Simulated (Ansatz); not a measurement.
AlNi:

```
Ni Al
1.0
     2.88100    0.00000    0.00000
     0.00000    2.88100    0.00000
     0.00000    0.00000    2.88100
Ni Al
1 1
Direct
  0.50000 0.50000 0.50000
  0.00000 0.00000 0.00000
```

Program: Ansatz 0.2.0. Alike in all runs: potentials or basis Ansatz PAW; spin collinear, ferromagnetic start; cell as given; k mesh 9 × 9 × 9.

Q: Order these runs on this cell by their pressure, lowest first.
A. level PBE; cutoff (eV) 420; smearing gaussian 0.015 eV
B. level revPBE; cutoff (eV) 420; smearing fermi-dirac 0.05 eV; points for each segment of the path 14
C. level r2SCAN+U; U Ni d U = 7 eV; cutoff (eV) 500; smearing gaussian 0.01 eV; points for each segment of the path 14; hubbard projectors ortho-atomic (the default); double counting fll (the default)
D. level LDA; cutoff (eV) 420; smearing fermi-dirac 0.05 eV; points for each segment of the path 14
E. level BLYP; cutoff (eV) 420; smearing fermi-dirac 0.05 eV; points for each segment of the path 14

A: D (-8.6 GPa), C (-4.7 GPa), A (1.9 GPa), B (4.8 GPa), E (6.6 GPa).

Caveats: the PAW data sets come from PBE, with cores solved anew for the run's functional, which leaves a small shift of forces and pressure (some runs); the potentials were made for another functional, which shifts forces and pressure (some runs); the magnetic or orbital state may not be the lowest (some runs); the U is typed as a test and isn't derived for this compound (some runs).

Not every run made on this cell is shown here.
